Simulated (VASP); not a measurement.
# HfS2 in VASP: a series of runs

Runs on HfS2. Level: PBE+D3(BJ). Tasks: single point.

All numbers are computed with VASP 6.6.1; they aren't measurements. Logs are shortened: lines on timing, memory, paths and dates and some standing lists are left out, and cuts for length are marked.

### Step 1. The slab as given

The cell holds a slab with vacuum, 3 atoms: a = 3.618 Å, b = 3.618 Å, c = 31.824 Å, α = 90.00°, β = 90.00°, γ = 120.00°.

### Step 2. Single point, PBE+D3(BJ)

INCAR reads:

```
SYSTEM = HfS2
ALGO     = Fast           ! electronic algorithm
DIPOL    = 0.5 0.5 0.500
EDIFF    = 1E-7           ! SCF threshold, eV
ENCUT    = 520            ! plane-wave cutoff, eV
GGA      = PE             ! functional
IDIPOL   = 3            
ISIF     = 2              ! what is computed and relaxed
ISMEAR   = 0              ! smearing method
IVDW     = 12             ! dispersion correction
LASPH    = .True.         ! aspherical terms in the spheres
LCHARG   = .False.        ! write CHGCAR
LDIPOL   = .True.       
LREAL    = .False.        ! projectors in reciprocal space
LWAVE    = .False.        ! write WAVECAR
NBANDS   = 18             ! bands
NELM     = 100            ! most SCF steps
PREC     = Accurate       ! precision mode
SIGMA    = 0.02           ! smearing width, eV
```

KPOINTS reads:

```
k-points
0
Gamma
  9 9 1
  0 0 0
```

POSCAR reads:

```
HfS2
1.0
    3.6183310015      0.0000000000      0.0000000000
   -1.8091655007      3.1335665666      0.0000000000
    0.0000000000      0.0000000000     31.8244160217
S Hf
2 1
Direct
    0.6666666667      0.3333333333      0.4542712580
    0.3333333333      0.6666666667      0.5457287420
    0.0000000000      0.0000000000      0.5000000000
```

Potentials or basis: VASP PAW PBE potentials, release 64 (S, Hf_pv).

Command:

```
$ cat potpaw_PBE.64/S/POTCAR potpaw_PBE.64/Hf_pv/POTCAR > POTCAR
$ mpirun -np 1 vasp_std > vasp.out
```

OUTCAR:

```text
SYSTEM = HfS2
   EDIFF = 1E-7
   ENCUT = 520
   GGA = PE
   ISIF = 2
   ISMEAR = 0
   IVDW = 12
   LASPH = .True.
   LREAL = .False.
   NELM = 100
   PREC = Accurate
 IVDW          = 12

 ion  position               nearest neighbor table
   1  0.667  0.333  0.454-   3 2.55   3 2.55   3 2.55
   2  0.333  0.667  0.546-   3 2.55   3 2.55   3 2.55
   3  0.000  0.000  0.500-   1 2.55   2 2.55   2 2.55   1 2.55   1 2.55   2 2.55

  LATTYP: Found a hexagonal cell.
 ALAT       =     3.6183310015
 C/A-ratio  =     8.7953302250

  Lattice vectors:

 A1 = (   3.6183310015,   0.0000000000,   0.0000000000)
 A2 = (  -1.8091655007,   3.1335665666,   0.0000000000)
 A3 = (   0.0000000000,   0.0000000000,  31.8244160217)

Analysis of symmetry for initial positions (statically):
=====================================================================
 Subroutine PRICEL returns:
 Original cell was already a primitive cell.

 Routine SETGRP: Setting up the symmetry group for a
 hexagonal supercell.

 Subroutine GETGRP returns: Found 12 space group operations
 (whereof 12 operations were pure point group operations)
 out of a pool of 24 trial point group operations.

The static configuration has the point symmetry D_3d.

Analysis of symmetry for dynamics (positions and initial velocities):
=====================================================================
 Subroutine PRICEL returns:
 Original cell was already a primitive cell.

 Routine SETGRP: Setting up the symmetry group for a
 hexagonal supercell.

 Subroutine GETGRP returns: Found 12 space group operations
 (whereof 12 operations were pure point group operations)
 out of a pool of 24 trial point group operations.

The dynamic configuration has the point symmetry D_3d.

 Subroutine INISYM returns: Found 12 space group operations
 (whereof 12 operations are pure point group operations),
 and found     1 'primitive' translations

----------------------------------------------------------------------------------------

                                     Primitive cell

  volume of cell :     360.8342

  direct lattice vectors                    reciprocal lattice vectors
     3.618331002  0.000000000  0.000000000     0.276370514  0.159562591  0.000000000
    -1.809165501  3.133566567  0.000000000     0.000000000  0.319125182  0.000000000
     0.000000000  0.000000000 31.824416022     0.000000000  0.000000000  0.031422415

  length of vectors
     3.618331002  3.618331001 31.824416022     0.319125182  0.319125182  0.031422415

  position of ions in fractional coordinates (direct lattice)
     0.666666667  0.333333333  0.454271258
     0.333333333  0.666666667  0.545728742
     0.000000000  0.000000000  0.500000000

  ion indices of the primitive-cell ions
   primitive index   ion index
                 1           1
                 2           2
                 3           3

----------------------------------------------------------------------------------------

 KPOINTS: k-points

Automatic generation of k-mesh.
 Grid dimensions read from file:
 generate k-points for:    9    9    1

 Generating k-lattice:

  Cartesian coordinates                     Fractional coordinates (reciprocal lattice)
     0.030707835  0.017729177  0.000000000     0.111111111  0.000000000  0.000000000
     0.000000000  0.035458354  0.000000000     0.000000000  0.111111111  0.000000000
     0.000000000  0.000000000  0.031422415     0.000000000  0.000000000  1.000000000

  Length of vectors
     0.035458354  0.035458354  0.031422415

  Shift w.r.t. Gamma in fractional coordinates (k-lattice)
     0.000000000  0.000000000  0.000000000

 Subroutine IBZKPT returns following result:
 ===========================================

 Found     12 irreducible k-points:

 Following reciprocal coordinates:
            Coordinates               Weight
  0.000000  0.000000  0.000000      1.000000
  0.111111 -0.000000  0.000000      6.000000
  0.222222 -0.000000  0.000000      6.000000
  0.333333 -0.000000  0.000000      6.000000
  0.444444 -0.000000  0.000000      6.000000
  0.111111  0.111111  0.000000      6.000000
  0.222222  0.111111  0.000000     12.000000
  0.333333  0.111111  0.000000     12.000000
  0.444444  0.111111  0.000000      6.000000
  0.222222  0.222222  0.000000      6.000000
  0.333333  0.222222  0.000000     12.000000
  0.333333  0.333333  0.000000      2.000000
   k-points           NKPTS =     12   k-points in BZ     NKDIM =     12   number of bands    NBANDS=     18
   number of dos      NEDOS =    301   number of ions     NIONS =      3
   total plane-waves  NPLWV = 188160
   dimension x,y,z NGX =    28 NGY =   28 NGZ =  240
   dimension x,y,z NGXF=    56 NGYF=   56 NGZF=  480
   ions per type =               2   1
   NGX,Y,Z   is equivalent  to a cutoff of  12.86, 12.86, 12.54 a.u.
   NGXF,Y,Z  is equivalent  to a cutoff of  25.73, 25.73, 25.07 a.u.
 SYSTEM =  HfS2
   PREC   = accura    normal or accurate (medium, high low for compatibility)
   ISTART =      0    job   : 0-new  1-cont  2-samecut
   ICHARG =      2    charge: 1-file 2-atom 10-const
   ISPIN  =      1    spin polarized calculation?
   LNONCOLLINEAR =      F non collinear calculations
   LSORBIT =      F    spin-orbit coupling
   LASPH  =      T    aspherical Exc in radial PAW
   ENCUT  =  520.0 eV  38.22 Ry    6.18 a.u.   6.73  6.73 59.17*2*pi/ulx,y,z
   NELM   =    100;   NELMIN=  2; NELMDL= -5     # of ELM steps
   EDIFF  = 0.1E-06   stopping-criterion for ELM
   LREAL  =      F    real-space projection
[... 7 lines left out ...]
   TEBEG  =    0.0;   TEEND  =   0.0 temperature during run
   PSTRESS=    0.0 pullay stress
   NELECT =      22.0000    total number of electrons
   NUPDOWN=      -1.0000    fix difference up-down
   EMIN   =  10.00;   EMAX   =-10.00  energy-range for DOS
   EFERMI =   0.00;   METHOD = LEGACY
   ISMEAR =     0;   SIGMA  =   0.02  broadening in eV -4-tet -1-fermi 0-gaus
   EFERMI_NEDOS =   21; number of points for ismear=-14 and -15
   IALGO  =     68    algorithm
   IMIX   =      4    mixing-type and parameters
     AMIX     =   0.40;   BMIX     =  1.00
     AMIX_MAG =   1.60;   BMIX_MAG =  1.00
  volume/ion in A,a.u.               =     120.28       811.68
  Fermi-wavevector in a.u.,A,eV,Ry     =   0.644337  1.217621  5.648736  0.415170
  Thomas-Fermi vector in A             =   1.711632
   LORBIT       =      0    0 simple, 1 ext, 2 COOP (PROOUT), +10 PAW based schemes
   GGA     = PE    functional components
   LHFCALC =     F    Hartree Fock is set to
   AEXX    =    0.0000 exact exchange contribution
   IVDW    =    12    specifies the selected vdW correction
   LEPSILON=     F    determine dielectric tensor
   LRPA    =     F    only Hartree local field effects (RPA)
 non-spin polarized calculation
 RMM-DIIS sequential band-by-band and
 Gauss-broadening in eV      SIGMA  =   0.02
  energy-cutoff  :      520.00
  volume of cell :      360.83
 maximum number of plane-waves:      9759
 NGX is ok and might be reduce to    28
   NGX = 13   NGY = 13   NGZ =119

 number of electron      22.0000001 magnetization

 dipolmoment           0.000000      0.000000     -0.000000 electrons x Angstroem

 Free energy of the ion-electron system (eV)
  ---------------------------------------------------
  ext. energy  EPLUGINS =         0.00000000
  ---------------------------------------------------
  free energy    TOTEN  =       -22.91955196 eV

  energy without entropy =      -22.91955196  energy(sigma->0) =      -22.91955196

 E-fermi :  -4.3773     XC(G=0):  -2.0980

 val. band max:       -4.5780113193   @ k =   0.0000   0.0000   0.0000
 cond. band min:      -3.3309808624   @ k =   0.4444  -0.0000   0.0000
 fundamental gap:      1.2470304569
 Fermi energy:        -4.3773174468

 k-point     1 :       0.0000    0.0000    0.0000
  band No.  band energies     occupation
      1     -35.2332      2.00000
      2     -35.1210      2.00000
      3     -35.1210      2.00000
      4     -17.4260      2.00000
      5     -16.0389      2.00000
      6      -8.6915      2.00000
[... 10 lines left out ...]
     17       1.3738      0.00000
     18       1.6323      0.00000

 k-point     2 :       0.1111   -0.0000    0.0000
  band No.  band energies     occupation
      1     -35.2287      2.00000
      2     -35.1445      2.00000
      3     -35.1263      2.00000
      4     -17.2838      2.00000
      5     -16.0466      2.00000
      6      -8.5339      2.00000
[... 10 lines left out ...]
     17       1.5172      0.00000
     18       1.8411      0.00000

 k-point     3 :       0.2222   -0.0000    0.0000
  band No.  band energies     occupation
      1     -35.2177      2.00000
      2     -35.2029      2.00000
      3     -35.1396      2.00000
      4     -16.9065      2.00000
      5     -16.0613      2.00000
      6      -8.2015      2.00000
[... 10 lines left out ...]
     17       1.9897      0.00000
     18       2.2842      0.00000

 k-point     4 :       0.3333   -0.0000    0.0000
  band No.  band energies     occupation
      1     -35.2696      2.00000
      2     -35.2037      2.00000
      3     -35.1547      2.00000
      4     -16.4755      2.00000
      5     -16.0262      2.00000
      6      -8.6003      2.00000
[... 123 lines left out ...]
      4     -16.2195      2.00000
      5     -16.0642      2.00000
      6      -8.4206      2.00000
[... 10 lines left out ...]
     17       3.2041      0.00000
     18       3.5165      0.00000

 k-point    11 :       0.3333    0.2222    0.0000
  band No.  band energies     occupation
      1     -35.2870      2.00000
      2     -35.2135      2.00000
      3     -35.1916      2.00000
      4     -16.0903      2.00000
      5     -15.9196      2.00000
      6      -8.7318      2.00000
[... 10 lines left out ...]
     17       3.1502      0.00000
     18       3.5117      0.00000

 k-point    12 :       0.3333    0.3333    0.0000
  band No.  band energies     occupation
      1     -35.2573      2.00000
      2     -35.2573      2.00000
      3     -35.1895      2.00000
      4     -15.9581      2.00000
      5     -15.9581      2.00000
      6      -8.3166      2.00000
[... 10 lines left out ...]
     17       3.3719      0.00000
     18       4.5801      0.00000

------------------------ aborting loop because EDIFF is reached ----------------------------------------

 vacuum level on the upper side and lower side of the slab       (xc-potential included)        -0.008        -0.008

 Edisp (eV)   -0.68522

 E8    (eV) :    -0.3147

  FORCE on cell =-STRESS in cart. coord.  units (eV):
  Direction    XX          YY          ZZ          XY          YZ          ZX
  --------------------------------------------------------------------------------------
  -------------------------------------------------------------------------------------
  Total      -0.26021    -0.26021    -0.21163    -0.00000     0.00000     0.00000
  in kB      -1.15538    -1.15538    -0.93970    -0.00000     0.00000     0.00000
  external pressure =       -1.08 kB  Pullay stress =        0.00 kB

 VOLUME and BASIS-vectors are now :
 -----------------------------------------------------------------------------
  energy-cutoff  :      520.00
  volume of cell :      360.83
      direct lattice vectors                 reciprocal lattice vectors
     3.618331002  0.000000000  0.000000000     0.276370514  0.159562591  0.000000000
    -1.809165501  3.133566567  0.000000000     0.000000000  0.319125182  0.000000000
     0.000000000  0.000000000 31.824416022     0.000000000  0.000000000  0.031422415

 POSITION                                       TOTAL-FORCE (eV/Angst)
 -----------------------------------------------------------------------------------
      1.80917      1.04452     14.45692         0.000000      0.000000      0.066013
     -0.00000      2.08904     17.36750         0.000000     -0.000000     -0.066013
      0.00000      0.00000     15.91221        -0.000000      0.000000      0.000000
 -----------------------------------------------------------------------------------
    total drift:                               -0.000000     -0.000000      0.000000

  FREE ENERGIE OF THE ION-ELECTRON SYSTEM (eV)
  ---------------------------------------------------
  free  energy   TOTEN  =       -23.6047739618 eV

  energy  without entropy=      -23.6047739618  energy(sigma->0) =      -23.60477396

 vacuum level on the upper side and lower side of the slab         1.758         1.758
```

It took 4.2 min on 1 thread of Intel Xeon Platinum 8488C (Sapphire Rapids), shared host; peak memory 0.47 GiB.

What came out:

```
Free energy                : -23.6048 eV
Largest force              : 0.066 eV/Å
Band gap on the k mesh     : 1.25 eV, indirect (least direct gap 2.08 eV)
Dispersion energy per atom : -0.228 eV
```

Forces on the atoms (eV/Å):
```
S    0.000  0.000  0.066
S    0.000  0.000 -0.066
Hf   0.000  0.000  0.000
```

Caveat: spin-orbit coupling is left out, which moves the levels of the heavy elements.

(Continued in part 2 of 2.)
